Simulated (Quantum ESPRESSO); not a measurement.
MgS (Niningerite):

```
S Mg
1.0
     0.00000    2.60165    2.60165
     2.60165    0.00000    2.60165
     2.60165    2.60165    0.00000
S Mg
1 1
Direct
  0.50000 0.50000 0.50000
  0.00000 0.00000 0.00000
```

- Program: Quantum ESPRESSO 7.5
- Task: phonons
- Functional: LDA
- Potentials or basis: JTH 2.0 LDA
- Cutoff: 490 eV
- Density cutoff: 2939 eV
- k mesh: 6 × 6 × 6, shifted
- Occupations: fermi-dirac, width 0.05 eV
- Spin: no spin polarisation
- Form of the LDA correlation: PW92
- Mixing beta: 0.5
- Most SCF iterations: 120
- SCF threshold: 4e-10 Ry

The cell and the atoms were relaxed first, to 16.83 Å³/atom (a = 3.624 Å, b = 3.624 Å, c = 3.624 Å, α = 60.00°, β = 60.00°, γ = 60.00°), and the response was taken there.

The first run showed a gap, so the response started from a second, tighter run with fixed occupations.

Where do the zone-centre optical modes lie?

T1u at 256 cm⁻¹ (IR). Polar modes are given without the macroscopic field (transverse values).

Optical modes at Γ, degenerate ones joined, polar ones without the macroscopic field:
| cm⁻¹ | components | symmetry | active in | IR intensity, summed ((D/Å)²/amu) |
| --- | --- | --- | --- | --- |
| 256 | 3 | T1u | IR | 26.23 |

Zone-centre frequencies without and with the macroscopic field along z (cm⁻¹):
|  | optical modes in rising order |
| --- | --- |
| without | 256 256 256 |
| with the field | 256 256 406 |

Born effective charge tensors (e):
atom 1, S
```
-2.29  0.00  0.00
 0.00 -2.29  0.00
 0.00  0.00 -2.29
```
atom 2, Mg
```
2.29 0.00 0.00
0.00 2.29 0.00
0.00 0.00 2.29
```

Electronic dielectric tensor:
```
5.56 0.00 0.00
0.00 5.56 0.00
0.00 0.00 5.56
```

Static dielectric tensor, electrons and zone-centre modes:
```
14.02  0.00  0.00
 0.00 14.02  0.00
 0.00  0.00 14.02
```

Caveat: the cutoff is low for these files, which shifts pressure and relaxed volume.
